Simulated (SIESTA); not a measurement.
Runs of SIESTA 5.4.2 on Au. Symmetry: Fm-3m, No. 225, cubic system. Conventional cell: a = 4.070 Å, b = 4.070 Å, c = 4.070 Å, α = 90.00°, β = 90.00°, γ = 90.00°. Au (site symmetry m-3m) is surrounded by 12 Au at 2.88 Å. 

```tsv
task	level	potentials or basis	cell	gap on the mesh (eV)	pressure (GPa)	V0 of scaled cells (Å³/atom)	B0 (GPa)
single point	PBEsol	PseudoDojo 0.4 standard (PBEsol files), DZP (energy shift 0.003 Ry; two zetas on semicore shells)	as given	none	3.2	-	-
equation of state	PBEsol	PseudoDojo 0.4 standard (PBEsol files), DZP (energy shift 0.003 Ry; two zetas on semicore shells)	as given	-	-	(b)	171
band structure	LDA	PseudoDojo 0.4 standard (LDA files), DZP (energy shift 0.003 Ry; two zetas on semicore shells)	as given	none	(a)	-	-
equation of state	LDA	PseudoDojo 0.4 standard (LDA files), DZP (energy shift 0.003 Ry; two zetas on semicore shells)	as given	-	-	16.71	189
single point	PBEsol	PseudoDojo 0.4 standard (PBEsol files), DZP (energy shift 0.003 Ry; two zetas on semicore shells)	cell strained at random at fixed volume	none	3.4	-	-
band structure	PBEsol	PseudoDojo 0.4 standard (PBEsol files), DZP (energy shift 0.003 Ry; two zetas on semicore shells)	as given	none	3.2	-	-
```

Alike in all rows: no spin polarisation; k mesh 11 × 11 × 11; smearing fermi-dirac 0.05 eV; grid cutoff 800 Ry; energy shift 0.003 Ry.

**Question.** Fill in the values left out.

**Answer.** (a) -1.6; (b) 17.16.

Caveats: short orbitals over semicore shells can move pressures by several GPa; the basis of atomic orbitals isn't converged, which shifts pressures, moduli and gaps; spin-orbit coupling is left out, which moves the levels of the heavy elements (some runs).

A k mesh can miss the band edges, and the runs leave out spin-orbit coupling on Au.

A gap of «none» marks a metal or a gap under the smearing width.
